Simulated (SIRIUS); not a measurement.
# Zn (P6_3/mmc) in SIRIUS: reference runs

Aim: a first look at Zn with PBEsol, on the cell as given.

All numbers are computed with SIRIUS 7.10.0; they aren't measurements. Logs are shortened: lines on timing, memory, paths and dates and some standing lists are left out, and cuts for length are marked. The log counts tension as positive stress, the text compression.

### Step 1. Starting point

The structure is hexagonal, space group P6_3/mmc (No. 194). Conventional cell: a = 2.670 Å, b = 2.670 Å, c = 4.966 Å, α = 90.00°, β = 90.00°, γ = 120.00°. Around Zn (site symmetry -6m2) lie 12 Zn at 2.67 to 2.92 Å.

### Step 2. Single point, PBEsol

Contents of sirius.json:

```json
{
  "control": {
    "processing_unit": "cpu",
    "verbosity": 2,
    "num_bands_to_print": 29,
    "print_forces": true,
    "print_stress": true
  },
  "parameters": {
    "electronic_structure_method": "pseudopotential",
    "xc_functionals": ["XC_GGA_X_PBE_SOL", "XC_GGA_C_PBE_SOL"],
    "gk_cutoff": 9.2,
    "pw_cutoff": 18.4,
    "ngridk": [11, 11, 6],
    "shiftk": [0, 0, 0],
    "smearing": "fermi_dirac",
    "smearing_width": 0.0018374661,
    "num_bands": 29,
    "num_mag_dims": 0,
    "num_dft_iter": 100,
    "energy_tol": 1e-08,
    "density_tol": 1e-06
  },
  "iterative_solver": {
    "type": "davidson",
    "min_tolerance": 1e-09,
    "tolerance_scale": [0.1, 0.25]
  },
  "mixer": {
    "type": "anderson",
    "beta": 0.7,
    "max_history": 8
  },
  "settings": {
    "tol_ne": 1e-10,
    "pseudo_grid_cutoff": 6.5
  },
  "unit_cell": {
    "lattice_vectors": [
      [5.045568752751, 0.0, 0.0],
      [-2.522784376375, 4.369590716415, 0.0],
      [0.0, 0.0, 9.384379934892]
    ],
    "atom_coordinate_units": "lattice",
    "atom_types": ["Zn"],
    "atom_files": {
      "Zn": "Zn.json"
    },
    "atoms": {
      "Zn": [
        [0.6666666667, 0.3333333333, 0.75],
        [0.3333333333, 0.6666666667, 0.25]
      ]
    }
  }
}
```

Potentials or basis: PseudoDojo 0.4.1 PBEsol standard (scalar relativistic).

The run is started by

```console
> upf_to_json Zn.upf
> OMP_NUM_THREADS=1 sirius.scf --input=sirius.json --output=out.json --task=0
```

The log of the run:

```text
[info] SIRIUS version : 7.10.0
[info] number of MPI ranks           : 1
[info] MPI grid                      : 1 1
[info] maximum number of OMP threads : 1
[fft] FFT context for density and potential
[fft] =====================================
[fft]   comm size                             : 1
[fft]   plane wave cutoff                     : 18.4
[fft]   grid size                             : 32 32 60   total : 61440
[fft]   grid limits                           : -15 16   -15 16   -29 30
[fft]   number of G-vectors within the cutoff : 10891
[fft]   local number of G-vectors             : 10891
[fft]   number of G-shells                    : 1169
[fft] FFT context for coarse grid
[fft] =====================================
[fft]   comm size                             : 1
[fft]   plane wave cutoff                     : 18.4
[fft]   grid size                             : 32 32 60   total : 61440
[fft]   grid limits                           : -15 16   -15 16   -29 30
[fft]   number of G-vectors within the cutoff : 10891
[fft]   local number of G-vectors             : 10891
[fft]   number of G-shells                    : 1169
[unit cell] lattice vectors
[unit cell]   a1 :       5.0455687528      0.0000000000      0.0000000000
[unit cell]   a2 :      -2.5227843764      4.3695907164      0.0000000000
[unit cell]   a3 :       0.0000000000      0.0000000000      9.3843799349
[unit cell] reciprocal lattice vectors
[unit cell]   b1 :       1.2452878189      0.7189672575     -0.0000000000
[unit cell]   b2 :       0.0000000000      1.4379345149      0.0000000000
[unit cell]   b3 :       0.0000000000     -0.0000000000      0.6695365438
[unit cell] unit cell volume :       206.89808491 [a.u.^3]
[unit cell] 1/sqrt(omega)    :         0.06952192
[unit cell] MT volume        :         0.00000000 ( 0.00%)
[unit cell] IT volume        :       206.89808491 (100.00%)
[unit cell] number of atom types : 1
[unit cell] type id : 0 symbol : Zn mt_radius :  13.110000 num_atoms : 2
[unit cell] total number of atoms : 2
[unit cell] number of symmetry classes : 1
[unit cell] number of PAW atoms : 0
[unit cell] atom id  type id  class id             position                      vector_field
[unit cell] ------------------------------------------------------------------------------------------
[unit cell]      0        0        0      0.66667   0.33333   0.75000      0.00000   0.00000   0.00000
[unit cell]      1        0        0      0.33333   0.66667   0.25000      0.00000   0.00000   0.00000
[unit cell] atom id         position (Cartesian, a.u.)
[unit cell] ---------------------------------------------
[unit cell]      0       2.522784    1.456530    7.038285
[unit cell]      1      -0.000000    2.913060    2.346095
[unit cell] class id : 0 atom id : 0 1
[unit cell] minimum bond length:     5.045569
[unit cell] total number of pseudo wave-functions: 20
[sym] space group number   : 194
[sym] international symbol : P6_3/mmc
[sym] Hall symbol          : -P 6c 2c
[sym] space group transformation matrix :
[sym]   1.0000 -0.0000  0.0000
[sym]   0.0000  1.0000  0.0000
[sym]   0.0000  0.0000  1.0000
[sym] space group origin shift :
[sym]   0.0000  0.0000  0.0000
[sym] number of space group operations  : 24
[sym] number of magnetic group operations : 24
[sym] metric tensor error: 7.5328e-11
[sym] rotation matrix error: 3.4171e-12
[sym] symmetry operations
[... list of symmetry operations ...]
[atom type] label          : Zn
[atom type] --------------------------------------------------------------------------------
[atom type] symbol         : Zn
[atom type] name           :
[atom type] zn             : 20
[atom type] mass           : 0
[atom type] mt_radius      : 13.11
[atom type] num_mt_points  : 1312
[atom type] grid_origin    : 0
[atom type] grid_name      : external
[atom type] number of core electrons    : 0
[atom type] number of valence electrons : 20
[atom type] total number of radial functions : 6
[atom type] lmax of radial functions         : 2
[... 12 lines left out ...]
[atom type] spin-orbit coupling              : false
[... 213 lines left out ...]
[find] +------------------------------+
[find] | SCF iteration  10 out of 100|
[find] +------------------------------+
[diagonalize] iterative solver tolerance (occupied, empty): 2.60766e-09 2.60766e-09
[diagonalize] average number of iterations: 2.84375
[diagonalize] Lowest band energies
[diagonalize] ik:    0   -4.099844   -4.099813   -2.420721   -2.420290   -2.420140   -2.420140   -2.420091   -2.420091    0.157300    0.225398    0.251630    0.259735    0.259735    0.261551    0.261551    0.274023    0.274023    0.281587    0.281587    0.404873    0.425954    1.030289    1.161164    1.172186    1.172186    1.231616    1.231616    1.234777    1.278875
[diagonalize] ik:    1   -4.099836   -4.099806   -2.420705   -2.420289   -2.420221   -2.420173   -2.420163   -2.420111    0.166242    0.229265    0.252459    0.258947    0.260675    0.261824    0.263537    0.271967    0.273214    0.276936    0.281675    0.418936    0.430644    1.039876    1.048314    1.108755    1.153896    1.184649    1.253990    1.279791    1.284943
[diagonalize] ik:    2   -4.099814   -4.099787   -2.420659   -2.420438   -2.420392   -2.420288   -2.420223   -2.420165    0.191891    0.237607    0.253504    0.257355    0.261951    0.263378    0.267555    0.268966    0.271009    0.271222    0.281737    0.446416    0.455855    0.893607    1.034531    1.061126    1.090889    1.123077    1.143935    1.206040    1.230646
[diagonalize] ik:    3   -4.099785   -4.099763   -2.420723   -2.420677   -2.420595   -2.420301   -2.420293   -2.420236    0.224540    0.240029    0.253265    0.257030    0.260678    0.266320    0.268847    0.274206    0.275354    0.276324    0.281593    0.477499    0.508875    0.749962    0.953321    0.974222    0.985542    1.091194    1.132664    1.169284    1.222223
[diagonalize] ik:    4   -4.099758   -4.099742   -2.420985   -2.420939   -2.420526   -2.420373   -2.420306   -2.420301    0.234382    0.237441    0.246064    0.262124    0.262286    0.266803    0.271143    0.281329    0.282778    0.283427    0.321331    0.525378    0.574544    0.623628    0.824756    0.868547    0.931576    1.069834    1.124588    1.183839    1.215525
[diagonalize] ...
[diagonalize] ik:   59   -4.099762   -4.099762   -2.420790   -2.420790   -2.420426   -2.420426   -2.420356   -2.420356    0.245977    0.245977    0.253248    0.253248    0.256377    0.256377    0.271695    0.271695    0.282070    0.282070    0.345452    0.345452    0.791536    0.791536    0.824761    0.824761    0.848938    0.848938    1.261597    1.261597    1.285295
[diagonalize] ik:   60   -4.099741   -4.099741   -2.420950   -2.420950   -2.420498   -2.420498   -2.420378   -2.420378    0.244221    0.244221    0.250528    0.250528    0.264831    0.264831    0.270464    0.270464    0.283798    0.283798    0.405105    0.405105    0.699964    0.699964    0.790982    0.790982    0.865420    0.865420    1.158170    1.158170    1.242450
[diagonalize] ik:   61   -4.099729   -4.099729   -2.421041   -2.421041   -2.420567   -2.420567   -2.420369   -2.420369    0.242699    0.242699    0.249039    0.249039    0.266297    0.266297    0.275220    0.275220    0.282576    0.282576    0.480776    0.480776    0.591354    0.591354    0.774747    0.774747    0.920971    0.920971    1.070000    1.070000    1.223765
[diagonalize] ik:   62   -4.099728   -4.099728   -2.420967   -2.420967   -2.420656   -2.420656   -2.420368   -2.420368    0.247013    0.247013    0.253659    0.253659    0.261815    0.261815    0.269139    0.269139    0.282752    0.282752    0.476376    0.476376    0.668772    0.668772    0.679338    0.679338    0.921051    0.921051    1.112084    1.112084    1.168672
[diagonalize] ik:   63   -4.099723   -4.099723   -2.420942   -2.420942   -2.420747   -2.420747   -2.420363   -2.420363    0.248749    0.248749    0.253579    0.253579    0.261337    0.261337    0.269393    0.269393    0.281495    0.281495    0.548640    0.548640    0.585335    0.585335    0.665895    0.665895    0.962626    0.962626    1.066941    1.066941    1.149118
[find] Charges and magnetic moments
[find] --------------------------------------------------------------------------------
[find] total charge          : 40.000000
[find] Energy
[find] --------------------------------------------------------------------------------
[find] valence_eval_sum               :     -38.62582004
[find] <rho|V^{XC}>                   :     -50.28997904
[find] <rho|E^{XC}>                   :     -44.45882462
[find] <mag|B^{XC}>                   :       0.00000000
[find] <rho|V^{H}>                    :     279.20436900
[find] one-electron contribution      :    -267.54021000 (Ha),    -535.08042000 (Ry)
[find] hartree contribution           :     139.60218450
[find] xc contribution                :     -44.45882462
[find] ewald contribution             :    -245.43418863
[find] PAW contribution               :       0.00000000
[find] smearing (-TS)                 :      -0.00017195
[find] SCF correction                 :      -0.00006592
[find] Total energy                   :    -417.83110466 (Ha),    -835.66220933 (Ry)
[find] Free energy (E-TS)             :    -417.83127661 (Ha),    -835.66255322 (Ry)
[find] band gap (eV)                  :       0.00000000
[find] Efermi                         :       0.53297481
[find] iteration : 10, RMS : 6.140067397037e-07, energy difference : 2.841034074663e-10
[find] Hartree energy of density residual : 1.858347424843e-11
[find] bands are converged : true
[find] iterative solver converged : true
[find] converged after 11 SCF iterations!
[find] Charges and magnetic moments
[find] --------------------------------------------------------------------------------
[find] total charge          : 40.000000
[find] Energy
[find] --------------------------------------------------------------------------------
[find] valence_eval_sum               :     -38.62582004
[find] <rho|V^{XC}>                   :     -50.28997904
[find] <rho|E^{XC}>                   :     -44.45882462
[find] <mag|B^{XC}>                   :       0.00000000
[find] <rho|V^{H}>                    :     279.20436900
[find] one-electron contribution      :    -267.54021000 (Ha),    -535.08042000 (Ry)
[find] hartree contribution           :     139.60218450
[find] xc contribution                :     -44.45882462
[find] ewald contribution             :    -245.43418863
[find] PAW contribution               :       0.00000000
[find] smearing (-TS)                 :      -0.00017195
[find] SCF correction                 :      -0.00006592
[find] Total energy                   :    -417.83110466 (Ha),    -835.66220933 (Ry)
[find] Free energy (E-TS)             :    -417.83127661 (Ha),    -835.66255322 (Ry)
[find] band gap (eV)                  :       0.00000000
[find] Efermi                         :       0.53297481
[ground_state] === stress tensor components [kbar] ===
[ground_state] === stress_kin ===
[ground_state] -174552.706244    0.000000    0.000000
[ground_state]     0.000000-174552.706245   -0.000000
[ground_state]     0.000000   -0.000000-174902.410191
[ground_state] === stress_har ===
[ground_state] -71813.215280    0.000000   -0.000000
[ground_state]     0.000000-71813.215280    0.000000
[ground_state]    -0.000000    0.000000-54888.579052
[ground_state] === stress_ewald ===
[ground_state] 108487.724161   -0.000000   -0.000000
[ground_state]    -0.000000108487.724161    0.000000
[ground_state]    -0.000000    0.000000132033.204298
[ground_state] === stress_vloc ===
[ground_state] 26083.714738   -0.000000    0.000000
[ground_state]    -0.00000026083.714738    0.000000
[ground_state]     0.000000    0.000000-14296.250126
[ground_state] === stress_xc ===
[ground_state]  8669.222710   -0.000000   -0.000000
[ground_state]    -0.000000 8669.222710   -0.000000
[ground_state]    -0.000000   -0.000000 8674.668404
[ground_state] === stress_core ===
[ground_state] 10637.470906   -0.000000    0.000000
[ground_state]    -0.00000010637.470906   -0.000000
[ground_state]     0.000000   -0.00000010634.533116
[ground_state] === stress_nonloc ===
[ground_state] 92545.907531   -0.000000   -0.000000
[ground_state]    -0.00000092545.907531   -0.000000
[ground_state]    -0.000000   -0.00000092802.038014
[ground_state] === stress_us_nl ===
[ground_state] 92545.907531   -0.000000   -0.000000
[ground_state]    -0.00000092545.907531   -0.000000
[ground_state]    -0.000000   -0.00000092802.038014
[ground_state] === stress_total ===
[ground_state]    58.118522   -0.000000    0.000000
[ground_state]    -0.000000   58.118522   -0.000000
[ground_state]     0.000000   -0.000000   57.204463
[ground_state] ==== total Forces in Ha/bohr =====
[ground_state] atom:    0, force:      -0.0000000      0.0000000     -0.0000000
[ground_state] atom:    1, force:       0.0000000     -0.0000000     -0.0000000
[ground_state] ==== ultrasoft contribution from Qij =====
[ground_state] atom:    0, force:       0.0000000      0.0000000      0.0000000
[ground_state] atom:    1, force:       0.0000000      0.0000000      0.0000000
[ground_state] ==== non-local contribution from Beta-projector =====
[ground_state] atom:    0, force:      -0.0000000      0.0000000      0.0000000
[ground_state] atom:    1, force:       0.0000000     -0.0000000      0.0000000
[ground_state] ==== contribution from local potential =====
[ground_state] atom:    0, force:       0.0000000     -0.0000000      0.0000000
[ground_state] atom:    1, force:      -0.0000000      0.0000000     -0.0000000
[ground_state] ==== contribution from core density =====
[ground_state] atom:    0, force:       0.0000000      0.0000000      0.0000000
[ground_state] atom:    1, force:      -0.0000000      0.0000000      0.0000000
[ground_state] ==== Ewald forces from ions =====
[ground_state] atom:    0, force:      -0.0000000     -0.0000000     -0.0000000
[ground_state] atom:    1, force:       0.0000000      0.0000000      0.0000000
[~DFT_ground_state] local op. applied: 45189
[~DFT_ground_state] evp. work count: 6379.19
[~DFT_ground_state] number of iterative solver steps: 1892
```

It took 71 s on 1 thread of Arm Neoverse V2, shared host; peak memory 0.45 GiB.

What came out:

| Item | Value |
| --- | --- |
| Free energy | -11369.7683 eV |
| Pressure | -5.8 GPa |
| Band gap on the k mesh | none (metal or under the smearing width) |

Stress tensor (GPa, compression positive):
```
-5.81  0.00  0.00
 0.00 -5.81  0.00
 0.00  0.00 -5.72
```
